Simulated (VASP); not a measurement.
A run of VASP 6.6.1 is set up as follows.

The input INCAR:

```
PREC     = Accurate       # precision mode
ENCUT    = 520            # plane-wave cutoff, eV
EDIFF    = 1E-6           # SCF threshold, eV
ISMEAR   = 0              # smearing method
SIGMA    = 0.01           # smearing width, eV
LREAL    = F              # projectors in reciprocal space
LASPH    = T              # aspherical terms in the spheres
NELM     = 100            # most SCF steps
ALGO     = Fast           # electronic algorithm
ISIF     = 2              # what is computed and relaxed
LWAVE    = F              # write WAVECAR
LCHARG   = F              # write CHGCAR
GGA      = PS             # functional
NBANDS   = 16             # bands
```

File KPOINTS:

```
Automatic mesh
0
Gamma
  6 6 4
```

POSCAR

```
Si
1.0
    3.8321168108      0.0000000000      0.0000000000
   -1.9160584054      3.3187105084      0.0000000000
    0.0000000000      0.0000000000      6.3412386841
Si
4
Direct
    0.3333333333      0.6666666667      0.0630612447
    0.6666666667      0.3333333333      0.5630612447
    0.3333333333      0.6666666667      0.4369387553
    0.6666666667      0.3333333333      0.9369387553
```

Potentials or basis: VASP PAW PBE potentials, release 64 (Si).

Launch:

```console
$ cat potpaw_PBE.64/Si/POTCAR > POTCAR
$ mpirun -np 1 vasp_std > vasp.out
```

**Question.** Estimate the largest force.

**Answer.** 0.014 eV/Å.

**Question.** Estimate the pressure.

**Answer.** -0.4 GPa.

**Question.** Estimate the band gap on the k mesh.

**Answer.** 0.30 eV, indirect (least direct gap 0.96 eV).

Forces in eV/Å, atoms in the order of the input:
```
Si   0.000  0.000 -0.014
Si   0.000  0.000 -0.014
Si   0.000  0.000  0.014
Si   0.000  0.000  0.014
```

Caveat: the PAW data sets were made with another functional, which shifts forces and pressure a little. A k mesh can miss the band edges.
